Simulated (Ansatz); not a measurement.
Crystal: Hf.

```
Hf
1.0
    -1.80500    1.80500    1.80500
     1.80500   -1.80500    1.80500
     1.80500    1.80500   -1.80500
Hf
1
Direct
  0.00000 0.00000 0.00000
```

This isn't the form of Hf at room conditions, which is hcp.

Base run:

| Property | Result |
| --- | --- |
| Program | Ansatz 0.2.0 |
| Functional | RPBE |
| Potentials or basis | Ansatz PAW |
| Cutoff | 420 eV (not typed: the program's choice for these potentials) |
| k mesh | 10 × 10 × 10 |
| Occupations | gaussian, width 0.1 eV |
| Spin | no spin polarisation |

Its results: band gap on the k mesh none (metal or under the smearing width); pressure -2.3 GPa.

The run is repeated on the same cell with these changes: functional from RPBE to PBEsol. What comes out?

Band gap on the k mesh none (metal or under the smearing width); pressure -9.1 GPa.

PBEsol binds more tightly than RPBE, so the same cell stands under less pressure.

Caveats: the PAW data sets come from PBE, with cores solved anew for the run's functional, which leaves a small shift of forces and pressure.
